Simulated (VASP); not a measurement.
## InP (F-43m): a series in a change of volume

Strain engineering needs slopes: what does a change of volume do to the lattice and the band edges of InP?

Program: VASP 6.6.1. Level of theory: LDA; plane waves and PAW (In_d, P), in the first sound run; inputs show where later runs differ. Results are calculated unless marked as measured.

**1. Set-up**

The structure is cubic, space group F-43m (No. 216). The conventional cell has a = 5.869 Å, b = 5.869 Å, c = 5.869 Å, α = 90.00°, β = 90.00°, γ = 90.00°. Nearest to In lie 4 P at 2.54 Å. Nearest to P lie 4 In at 2.54 Å. Farther neighbours are not listed.

Structure file:

```cif
data_structure
_symmetry_space_group_name_H-M 'P 1'
_symmetry_Int_Tables_number 1
_cell_length_a 4.1500
_cell_length_b 4.1500
_cell_length_c 4.1500
_cell_angle_alpha 60.000
_cell_angle_beta 60.000
_cell_angle_gamma 60.000
_cell_volume 50.54
loop_
_atom_site_label
_atom_site_type_symbol
_atom_site_fract_x
_atom_site_fract_y
_atom_site_fract_z
_atom_site_occupancy
In1 In 0.00000 0.00000 0.00000 1
P2 P 0.25000 0.25000 0.25000 1
```

**2. Relax the crystal, LDA**

The series starts from the cell that this level prefers, so that zero strain is near zero stress.

This step took 2 runs in a row; the last is shown.

Level: LDA; plane waves and PAW (In_d, P).

Contents of INCAR:

```
SYSTEM = InP
PREC = Accurate
ENCUT = 450
EDIFF = 1E-07
NELM = 120
ISMEAR = 0
SIGMA = 0.02
LREAL = .FALSE.
ALGO = Normal
GGA = CA
NBANDS = 15
LASPH = .TRUE.
LORBIT = 11
LWAVE = .FALSE.
LCHARG = .FALSE.
KPAR = 12
IBRION = 2
NSW = 40
ISIF = 3
EDIFFG = -0.005
POTIM = 0.4
```

Contents of POSCAR:

```
InP
1.0
    0.0000000000      2.9143007956      2.9143007956
    2.9143007956      0.0000000000      2.9143007956
    2.9143007956      2.9143007956      0.0000000000
In P
1 1
Direct
    0.0000000000      0.0000000000      0.0000000000
    0.2500000000      0.2500000000      0.2500000000
```

Contents of KPOINTS:

```
Automatic mesh
0
Gamma
9 9 9
0 0 0
```

Potentials, in the order of the species: In_d and P (LDA family, release 64).

The run is started by

```sh
$ mpirun -np 12 vasp_std
```

The log of the run:

```text
[banner, memory and clock lines left out]
running   12 mpi-ranks, on    1 nodes
[...]
|                                                                             |
|           W    W    AA    RRRRR   N    N  II  N    N   GGGG   !!!           |
|           W    W   A  A   R    R  NN   N  II  NN   N  G    G  !!!           |
|           W    W  A    A  R    R  N N  N  II  N N  N  G       !!!           |
|           W WW W  AAAAAA  RRRRR   N  N N  II  N  N N  G  GGG   !            |
|           WW  WW  A    A  R   R   N   NN  II  N   NN  G    G                |
|           W    W  A    A  R    R  N    N  II  N    N   GGGG   !!!           |
|                                                                             |
|     For optimal performance we recommend to set                             |
|       NCORE = 2 up to number-of-cores-per-socket                            |
|     NCORE specifies how many cores store one orbital (NPAR=cpu/NCORE).      |
|     This setting can greatly improve the performance of VASP for DFT.       |
[...]
|     Unfortunately you need to use the default for GW and RPA                |
|     calculations (for HF NCORE is supported but not extensively tested      |
|     yet).                                                                   |
|                                                                             |

 LDA part: xc-table for (Slater(with rela. corr.)+CA(PZ))
 , standard interpolation
 POSCAR, INCAR and KPOINTS ok, starting setup
[...]
entering main loop
       N       E                     dE             d eps       ncg     rms          rms(c)
DAV:   1     0.105700730422E+03    0.10570E+03   -0.77610E+03  1050   0.123E+03
DAV:   2    -0.282393452334E+01   -0.10852E+03   -0.10462E+03  1134   0.290E+02
DAV:   3    -0.992338063224E+01   -0.70994E+01   -0.70669E+01  1421   0.768E+01
DAV:   4    -0.101084350261E+02   -0.18505E+00   -0.18500E+00  1282   0.134E+01
[...]
DAV:  11    -0.967374252882E+01   -0.35849E-05   -0.30430E-05  1617   0.873E-02    0.675E-02
DAV:  12    -0.967374019585E+01    0.23330E-05   -0.51618E-06  1337   0.205E-02    0.122E-02
DAV:  13    -0.967374017370E+01    0.22153E-07   -0.42627E-07  1302   0.357E-03
   1 F= -.96737402E+01 E0= -.96737402E+01  d E =-.967374E+01
[...]
reached required accuracy - stopping structural energy minimisation
```

Wall time 2.8 s (12 MPI ranks of Intel Xeon 6975P-C (Granite Rapids), shared host); peak memory 1.9 GiB.

The logs omit lines about the potential files and the build; timing stands in the text.

Parts of OUTCAR (step 2):

```text
  Total       -0.0042519     -0.0042519     -0.0042519      0.0000000     -0.0000000      0.0000000
  in kB       -0.1376119     -0.1376119     -0.1376119      0.0000000     -0.0000000      0.0000000
  external PRESSURE =      -0.1376119 kB  Pullay stress =       0.0000000 kB

 POSITION                                       TOTAL-FORCE (eV/Angst)
 -----------------------------------------------------------------------------------
      0.00000      0.00000      0.00000        -0.000000      0.000000      0.000000
      1.45715      1.45715      1.45715         0.000000     -0.000000     -0.000000
 -----------------------------------------------------------------------------------
    total drift:                               -0.000000     -0.000000     -0.000000

  FREE ENERGIE OF THE ION-ELECTRON SYSTEM (eV)
  ---------------------------------------------------
  free  energy   TOTEN  =        -9.6737401737 eV

  energy  without entropy=       -9.6737401737  energy(sigma->0) =       -9.67374017

 reached required accuracy - stopping structural energy minimisation

[... 3 further parts left out ...]
[key lines of the parts left out:]
E-fermi :   5.2894
```

Read from the output:

- energy(sigma→0) of the program: -9.6737 eV
- stress, compression positive: xx, yy, zz -0.01, -0.01, -0.01 GPa
- volume: 49.503 Å³
- ionic steps: 1

**3. Relax at fixed volume, LDA**

One member in full: the volume is scaled by 1.03, and the cell is held.

Level: LDA; plane waves and PAW (In_d, P).

INCAR, as its differences from that of step 2:

```diff
@@ -15,7 +15,8 @@
 LCHARG = .FALSE.
-KPAR = 12
+KPAR = 3
 IBRION = 2
 NSW = 40
-ISIF = 3
-EDIFFG = -0.005
+ISIF = 2
+EDIFFG = -0.004
 POTIM = 0.4
+MAXMIX = 40
```

Contents of POSCAR:

```
InP
1.0
    0.0000000000      2.9431571356      2.9431571356
    2.9431571356      0.0000000000      2.9431571356
    2.9431571356      2.9431571356      0.0000000000
In P
1 1
Direct
    0.0000000000      0.0000000000      0.0000000000
    0.2500000000      0.2500000000      0.2500000000
```

KPOINTS is that of step 2.

The run is started by

```sh
$ mpirun -np 3 vasp_std
```

The log of the run:

```text
[banner, memory and clock lines left out]
running    3 mpi-ranks, on    1 nodes
[...]
LDA part: xc-table for (Slater(with rela. corr.)+CA(PZ))
 , standard interpolation
 POSCAR, INCAR and KPOINTS ok, starting setup
[...]
entering main loop
       N       E                     dE             d eps       ncg     rms          rms(c)
DAV:   1     0.106870850574E+03    0.10687E+03   -0.78116E+03  1050   0.120E+03
DAV:   2    -0.294934178889E+01   -0.10982E+03   -0.10570E+03  1148   0.286E+02
DAV:   3    -0.989634280708E+01   -0.69470E+01   -0.69122E+01  1316   0.754E+01
DAV:   4    -0.100826944168E+02   -0.18635E+00   -0.18628E+00  1389   0.138E+01
[...]
DAV:  11    -0.966451093332E+01   -0.46231E-05   -0.24571E-05  1666   0.755E-02    0.558E-02
DAV:  12    -0.966450870596E+01    0.22274E-05   -0.47106E-06  1337   0.217E-02    0.108E-02
DAV:  13    -0.966450868261E+01    0.23351E-07   -0.35827E-07  1323   0.336E-03
   1 F= -.96645087E+01 E0= -.96645087E+01  d E =-.966451E+01
[...]
reached required accuracy - stopping structural energy minimisation
```

The job ended after 5.6 s (3 MPI ranks; peak memory 0.43 GiB).

Parts of OUTCAR (step 3):

```text
  Total       -0.6297925     -0.6297925     -0.6297925      0.0000000      0.0000000     -0.0000000
  in kB      -19.7896325    -19.7896325    -19.7896325      0.0000000      0.0000000     -0.0000000
  external PRESSURE =     -19.7896325 kB  Pullay stress =       0.0000000 kB

 POSITION                                       TOTAL-FORCE (eV/Angst)
 -----------------------------------------------------------------------------------
      0.00000      0.00000      0.00000         0.000000      0.000000      0.000000
      1.47158      1.47158      1.47158        -0.000000     -0.000000     -0.000000
 -----------------------------------------------------------------------------------
    total drift:                                0.000000      0.000000     -0.000000

  FREE ENERGIE OF THE ION-ELECTRON SYSTEM (eV)
  ---------------------------------------------------
  free  energy   TOTEN  =        -9.6645086826 eV

  energy  without entropy=       -9.6645086826  energy(sigma->0) =       -9.66450868

[... 2 parts as in an earlier step ...]

[... 2 further parts left out ...]
[key lines of the parts left out:]
E-fermi :   5.0221
```

Read from the output:

- energy(sigma→0) of the program: -9.6645 eV
- stress, compression positive: xx, yy, zz -1.98, -1.98, -1.98 GPa
- ionic steps: 1

**4. Band edges, TB-mBJ with spin-orbit coupling**

Short lines in KPOINTS_OPT sample the zone centre, for masses, and the other valleys.

Level: TB-mBJ, spin-orbit coupling; plane waves and PAW (In_d, P).

TB-mBJ has no energy functional, so the total energy, stress and pressure in this output mean nothing.

Contents of INCAR:

```
SYSTEM = InP
PREC = Accurate
ENCUT = 450
EDIFF = 1E-06
NELM = 150
ISMEAR = 0
SIGMA = 0.02
LREAL = .FALSE.
ALGO = Normal
METAGGA = MBJ
LASPH = .TRUE.
LNONCOLLINEAR = .TRUE.
MAGMOM = 0 0 0 0 0 0
NBANDS = 28
GGA_COMPAT = .FALSE.
LSORBIT = .TRUE.
LWAVE = .FALSE.
LCHARG = .FALSE.
KPAR = 3
```

POSCAR is that of step 3.

Contents of KPOINTS:

```
Automatic mesh
0
Gamma
7 7 7
0 0 0
```

Contents of KPOINTS_OPT:

```
Line mode
6
Line-mode
Reciprocal
  0.00000000   0.00000000   0.00000000
  0.02342090   0.02342090   0.00000000

  0.00000000   0.00000000   0.00000000
 -0.00000000  -0.02342090  -0.02342090

  0.31000000   0.31000000   0.00000000
  0.50000000   0.50000000   0.00000000

  0.00000000   0.31000000   0.31000000
  0.00000000   0.50000000   0.50000000

  0.45000000   0.45000000   0.45000000
  0.50000000   0.50000000   0.50000000

  0.45000000   0.00000000   0.00000000
  0.50000000   0.00000000   0.00000000

  0.42500000   0.42500000   0.00000000
  0.42500000   0.44842090   0.02342090

  0.50000000   0.50000000   0.50000000
  0.48343892   0.51656108   0.50000000
```

The run is started by

```sh
$ mpirun -np 3 vasp_ncl
```

The log of the run:

```text
[banner, memory and clock lines left out]
running    3 mpi-ranks, on    1 nodes
[...]
|                                                                             |
|               ----> ADVICE to this user running VASP <----                  |
|                                                                             |
|     You enforced a specific xc type in the INCAR file but a different       |
|     [... a line on the potential file left out ...]
|     I HOPE YOU KNOW WHAT YOU ARE DOING!                                     |
|                                                                             |

 LDA part: xc-table for (None), standard interpolation
 POSCAR, INCAR and KPOINTS ok, starting setup
[...]
entering main loop
       N       E                     dE             d eps       ncg     rms          rms(c)
DAV:   1     0.722229990178E+02    0.72223E+02   -0.73409E+03  1680   0.131E+03
DAV:   2    -0.677669204936E+02   -0.13999E+03   -0.13430E+03  1688   0.343E+02
DAV:   3    -0.821279818680E+02   -0.14361E+02   -0.14158E+02  2072   0.125E+02
DAV:   4    -0.827218608124E+02   -0.59388E+00   -0.59233E+00  2092   0.256E+01
[...]
DAV:  52    -0.809138149160E+02   -0.10160E-04   -0.23154E-10   912   0.194E-04    0.137E-03
DAV:  53    -0.809138592808E+02   -0.44365E-04   -0.83612E-10   912   0.306E-04    0.602E-04
DAV:  54    -0.809138589181E+02    0.36277E-06   -0.62703E-10   912   0.316E-04
   1 F= -.80913859E+02 E0= -.80913859E+02  d E =-.444080E-14  mag=    -0.0000     0.0000     0.0000
 Start KPOINTS_OPT (optional k-point list driver)
k-point batch [1-30\48]
       N       E                     dE             ncg
DAV:   1     0.220847234622E+04   -0.62565E+04     1680
DAV:   2    -0.199853149997E+04   -0.42070E+04     1724
DAV:   3    -0.250230792279E+04   -0.50378E+03     2104
DAV:   4    -0.252454120430E+04   -0.22233E+02     2040
DAV:   5    -0.252616783627E+04   -0.16266E+01     3228
DAV:   6    -0.252618018126E+04   -0.12345E-01     2368
DAV:   7    -0.252618072960E+04   -0.54834E-03     2972
DAV:   8    -0.252618074788E+04   -0.18273E-04     2524
DAV:   9    -0.252618074875E+04   -0.87706E-06     1520
k-point batch [31-48\48]
       N       E                     dE             ncg
DAV:   1     0.678581280242E+04   -0.76739E+04     1008
DAV:   2     0.428374356559E+04   -0.25021E+04     1028
DAV:   3     0.400908339485E+04   -0.27466E+03     1232
DAV:   4     0.399800237679E+04   -0.11081E+02     1248
[...]
DAV:   8     0.399705961414E+04   -0.16298E-04     1388
DAV:   9     0.399705961281E+04   -0.13388E-05      932
DAV:  10     0.399705961261E+04   -0.19085E-06      816
```

Elapsed: 2.3 min, on 3 MPI ranks; peak memory 1.1 GiB; 6.9 min of CPU time.

Parts of OUTCAR (step 4):

```text
  LATTYP: Found a face centered cubic cell.
 ALAT       =     5.8863142712

 Subroutine GETGRP returns: Found 24 space group operations
 (whereof 24 operations were pure point group operations)

The static configuration has the point symmetry T_d .

 Found     30 irreducible k-points:

   k-points           NKPTS =     30   k-points in BZ     NKDIM =     30   number of bands    NBANDS=     28

   dimension x,y,z NGX =    30 NGY =   30 NGZ =   30
   dimension x,y,z NGXF=    60 NGYF=   60 NGZF=   60

   ENCUT  =  450.0 eV  33.07 Ry    5.75 a.u.   7.20  7.20  7.20*2*pi/ulx,y,z

   NELECT =      18.0000    total number of electrons

 E-fermi :   5.1252

 k-point     1 :       0.0000    0.0000    0.0000
  band No.  band energies     occupation
    ...
     14       4.9414      1.00000
     15       5.0284      1.00000
     16       5.0284      1.00000
     17       5.0284      1.00000
     18       5.0284      1.00000
     19       6.5929      0.00000
     20       6.5929      0.00000
     21       9.4437      0.00000
     22       9.4437      0.00000
     23       9.8736      0.00000
    ...

 k-point     2 :       0.1429    0.0000    0.0000
  band No.  band energies     occupation
    ...
     14       3.4629      1.00000
     15       4.7599      1.00000
     16       4.7599      1.00000
     17       4.8229      1.00000
     18       4.8343      1.00000
     19       7.4551      0.00000
     20       7.4551      0.00000
     21       9.7760      0.00000
     22       9.7760      0.00000
     23      10.0837      0.00000
    ...

  Total      -70.4525349    -70.4525349    -70.4525349      0.0000000      0.0000000     -0.0000000
  in kB    -2213.7922422  -2213.7922422  -2213.7922422      0.0000000      0.0000000     -0.0000000
  external PRESSURE =   -2213.7922422 kB  Pullay stress =       0.0000000 kB

 POSITION                                       TOTAL-FORCE (eV/Angst)
 -----------------------------------------------------------------------------------
      0.00000      0.00000      0.00000        -0.000000     -0.000000     -0.000000
      1.47158      1.47158      1.47158         0.000000      0.000000      0.000000
 -----------------------------------------------------------------------------------
    total drift:                               -0.000000     -0.000000     -0.000000

  FREE ENERGIE OF THE ION-ELECTRON SYSTEM (eV)
  ---------------------------------------------------
  free  energy   TOTEN  =       -80.9138589181 eV

  energy  without entropy=      -80.9138589181  energy(sigma->0) =      -80.91385892

 Spin-Orbit-Coupling matrix elements
 Ion:    1  E_soc:     -0.0673406
 Ion:    2  E_soc:     -0.0011096

[... 1 part as in an earlier step ...]

[... 7 further parts left out ...]
```

**5. Band edges, r2SCAN with spin-orbit coupling**

Short lines in KPOINTS_OPT sample the zone centre, for masses, and the other valleys.

Level: r2SCAN, spin-orbit coupling; plane waves and PAW (In_d, P).

INCAR, as its differences from that of step 4:

```diff
@@ -4,3 +4,3 @@
 EDIFF = 1E-06
-NELM = 150
+NELM = 100
 ISMEAR = 0
@@ -9,3 +9,3 @@
 ALGO = Normal
-METAGGA = MBJ
+METAGGA = R2SCAN
 LASPH = .TRUE.
```

POSCAR is that of step 4.

KPOINTS is that of step 4.

KPOINTS_OPT is that of step 4.

The run is started by

```sh
$ mpirun -np 3 vasp_ncl
```

The log of the run:

```text
[banner, memory and clock lines left out]
running    3 mpi-ranks, on    1 nodes
[...]
[... a notice as in an earlier step ...]

 LDA part: xc-table for (None), standard interpolation
 POSCAR, INCAR and KPOINTS ok, starting setup
[...]
entering main loop
       N       E                     dE             d eps       ncg     rms          rms(c)
DAV:   1    -0.261451589087E+03   -0.26145E+03   -0.76234E+03  1680   0.136E+03
DAV:   2    -0.406518944110E+03   -0.14507E+03   -0.13911E+03  1680   0.359E+02
DAV:   3    -0.422080686257E+03   -0.15562E+02   -0.15348E+02  2064   0.133E+02
DAV:   4    -0.422739930521E+03   -0.65924E+00   -0.65738E+00  2084   0.277E+01
[...]
DAV:  12    -0.419218735010E+03    0.25065E-04   -0.84054E-06  1808   0.269E-02    0.402E-01
DAV:  13    -0.419218764911E+03   -0.29900E-04   -0.15584E-04  2076   0.201E-01    0.237E-01
DAV:  14    -0.419218765272E+03   -0.36110E-06   -0.70100E-06  1984   0.233E-02
   1 F= -.41921877E+03 E0= -.41921877E+03  d E =-.385401E-14  mag=     0.0000     0.0000     0.0000
 Start KPOINTS_OPT (optional k-point list driver)
k-point batch [1-30\48]
       N       E                     dE             ncg
DAV:   1     0.219032635157E+04   -0.62746E+04     1680
DAV:   2    -0.215854001631E+04   -0.43489E+04     1712
DAV:   3    -0.266554493272E+04   -0.50700E+03     2080
DAV:   4    -0.268857353447E+04   -0.23029E+02     2024
DAV:   5    -0.268984878956E+04   -0.12753E+01     2864
DAV:   6    -0.268986044541E+04   -0.11656E-01     2216
DAV:   7    -0.268986123750E+04   -0.79208E-03     2788
DAV:   8    -0.268986125236E+04   -0.14868E-04     2000
DAV:   9    -0.268986125294E+04   -0.57357E-06     1476
k-point batch [31-48\48]
       N       E                     dE             ncg
DAV:   1     0.676502980065E+04   -0.76947E+04     1008
DAV:   2     0.418095071890E+04   -0.25841E+04     1024
DAV:   3     0.390257495099E+04   -0.27838E+03     1256
DAV:   4     0.389129512407E+04   -0.11280E+02     1256
DAV:   5     0.389060550213E+04   -0.68962E+00     1688
DAV:   6     0.389059716030E+04   -0.83418E-02     1376
DAV:   7     0.389059668984E+04   -0.47046E-03     1652
DAV:   8     0.389059668180E+04   -0.80317E-05     1312
DAV:   9     0.389059668160E+04   -0.20467E-06      848
```

It took 2.8 min on 3 MPI ranks; peak memory 0.99 GiB; 8.3 min of CPU time.

[end of part 1 of 2]

[Lines on the potential files, build, host, timing and source positions are cut from VASP's logs without a mark.]

[Logs are printed without paths, hosts, clocks, repeated set-up lines and the standing remarks that a program may print on its own settings, such as how far it seeks lower states.]

[Hosts, paths, dates, database ids (printed as entryN), source tags and the programs' standing remarks are cut or masked in the printed files.]

[In band tables of VASP the shares of atoms and orbitals are scaled to a sum of 1 inside the atoms' spheres.]
